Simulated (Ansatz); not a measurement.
# C2H2 on SiC (111)

The task, for SiC: adsorb C2H2 from several starts and take the binding apart.

The COD entry's cell or inner coordinates are ideal or old and differ from later refinements, so a difference from it is no clean test against experiment.

Computed with Ansatz 0.2.0 (DFT PBE+D3(BJ), scalar-relativistic, plane waves, PAW, unless a step's input says otherwise).

2 further runs of the same task are left out: 2 set aside as unsound or not needed.

## Step 1: The system as given

The structure is trigonal, space group P3m1 (No. 156). Conventional cell: a = 3.075 Å, b = 3.075 Å, c = 21.649 Å, α = 90.00°, β = 90.00°, γ = 120.00°. C (site symmetry 3m) is surrounded by 3 Si at 1.88 Å. Si (site symmetry 3m) has 4 C at 1.88 Å as nearest neighbours. Around C (site symmetry 3m) lie 4 Si at 1.87 to 1.88 Å. Around Si (site symmetry 3m) lie 4 C at 1.87 to 1.97 Å. C (site symmetry 3m) has 4 Si at 1.85 to 1.97 Å as nearest neighbours. Si (site symmetry 3m) is surrounded by 3 C at 1.85 Å.

Structure file:

```
C Si
1.0
     6.15000    0.00000    0.00000
    -3.07500    5.32606    0.00000
     0.00000    0.00000   21.64914
C Si
12 12
Direct
  0.50000 0.00000 0.36953
  0.50000 0.50000 0.36953
  0.00000 0.00000 0.36953
  0.00000 0.50000 0.36953
  0.66667 0.83333 0.48550
  0.66667 0.33333 0.48550
  0.16667 0.83333 0.48550
  0.16667 0.33333 0.48550
  0.83333 0.66667 0.60327
  0.83333 0.16667 0.60327
  0.33333 0.66667 0.60327
  0.33333 0.16667 0.60327
  0.16667 0.83333 0.39852
  0.16667 0.33333 0.39852
  0.66667 0.83333 0.39852
  0.66667 0.33333 0.39852
  0.33333 0.66667 0.51239
  0.33333 0.16667 0.51239
  0.83333 0.66667 0.51239
  0.83333 0.16667 0.51239
  0.50000 0.50000 0.62719
  0.50000 0.00000 0.62719
  0.00000 0.50000 0.62719
  0.00000 0.00000 0.62719
```

Miller indices refer to the conventional cell of the relaxed bulk, F-43m (No. 216): a = 4.349 Å, b = 4.349 Å, c = 4.349 Å, α = 90.00°, β = 90.00°, γ = 90.00°.

This (111) slab, 5.6 Å thick as cut, with 16 Å of vacuum, in a 2×2 surface cell; its outer planes are Si (top) and C (bottom), was relaxed beforehand with its lower half held: -10635.4564 eV, work function 4.09 eV (top face), 6.72 eV (bottom face), dipole along +c 0.477 e·Å per cell.

## Step 2: C2H2, flat, over a top (Si) site

The input, input.yaml:

```yaml
crystal:
  lattice:
    - [6.1499993378, 0.0, 0.0]
    - [-3.0749996689, 5.3260556598, 0.0]
    - [0.0, 0.0, 23.649135111]
  atoms:
    - { symbol: C, position: [0.5, 0.0, 0.3382787558] }
    - { symbol: C, position: [0.5, 0.5, 0.3382787558] }
    - { symbol: C, position: [0.0, 0.0, 0.3382787558] }
    - { symbol: C, position: [0.0, 0.5, 0.3382787558] }
    - { symbol: Si, position: [0.1666666667, 0.8333333333, 0.3648201779] }
    - { symbol: Si, position: [0.1666666667, 0.3333333333, 0.3648201779] }
    - { symbol: Si, position: [0.6666666667, 0.8333333333, 0.3648201779] }
    - { symbol: Si, position: [0.6666666667, 0.3333333333, 0.3648201779] }
    - { symbol: C, position: [0.6666666667, 0.8333333333, 0.4444444444] }
    - { symbol: C, position: [0.6666666667, 0.3333333333, 0.4444444444] }
    - { symbol: C, position: [0.1666666667, 0.8333333333, 0.4444444444] }
    - { symbol: C, position: [0.1666666667, 0.3333333333, 0.4444444444] }
    - { symbol: Si, position: [0.3333333333, 0.6666666667, 0.4690582544] }
    - { symbol: Si, position: [0.3333333333, 0.1666666667, 0.4690582544] }
    - { symbol: Si, position: [0.8333333333, 0.6666666667, 0.4690582544] }
    - { symbol: Si, position: [0.8333333333, 0.1666666667, 0.4690582544] }
    - { symbol: C, position: [0.8333333333, 0.6666666667, 0.5522486167] }
    - { symbol: C, position: [0.8333333333, 0.1666666667, 0.5522486167] }
    - { symbol: C, position: [0.3333333333, 0.6666666667, 0.5522486167] }
    - { symbol: C, position: [0.3333333333, 0.1666666667, 0.5522486167] }
    - { symbol: Si, position: [0.5, 0.5, 0.5741467581] }
    - { symbol: Si, position: [0.5, 0.0, 0.5741467581] }
    - { symbol: Si, position: [0.0, 0.5, 0.5741467581] }
    - { symbol: Si, position: [0.0, 0.0, 0.5741467581] }
    - { symbol: C, position: [0.0, 0.0, 0.6874701412] }
    - { symbol: C, position: [-0.058979939, 0.1597258678, 0.6874701412] }
    - { symbol: H, position: [0.0517982027, -0.1402564218, 0.6874701412] }
    - { symbol: H, position: [-0.1107781417, 0.2999822896, 0.6874701412] }
basis:
  ecutwfc: 420
kpoints:
  mp_grid: { grid: [3, 3, 1] }
hamiltonian:
  xc: pbe
  dispersion: d3bj
scf:
  occupations: { method: gaussian, width: 0.05 }
output:
  forces: true
  eigenvalues: true
  write_density: true
  write_potential: true
  elf: true
  volumetric_format: npy
relax:
  adjacent_minimum: "off"
  f_tol: 0.04
  max_steps: 100
  constraints: [{ sites: [0, 1, 2, 3, 4, 5, 6, 7, 8, 9, 10, 11] }]
efield:
  axis: 3
  dipole_correction: true
  ramp_width: 0.04
```

Launch:

```
$ ansatz run input.yaml --threads 2 --pin off --max-ram 5120MiB --backend cpu --events-out ev --progress --plain --runs-dir out
```

The session goes on with these runs: C2H2, tilted, over a bridge (C-Si) site; C2H2, upright, over a top (Si) site; the lowest end once more, with its density; the slab alone, frozen as in the lowest end; the molecules alone, frozen as adsorbed.

What does the calculation give? Wanted: C2H2: lowest end; interaction of the frozen parts; electrons moved above the midplane.

As calculated:

| quantity | value |
| --- | --- |
| C2H2: lowest end | E_ads -4.48 eV, flat start over top Si |
| interaction of the frozen parts | -7.21 eV a cell |
| cost of deforming the slab | 0.08 eV |
| cost of deforming and crowding the molecules | 2.66 eV |
| electrons moved above the midplane | +0.125 |

**Reading.** C2H2 binds with 4.48 eV a molecule at best. In all 1.07 electrons are rearranged, and 0.13 cross the midplane towards the molecule.
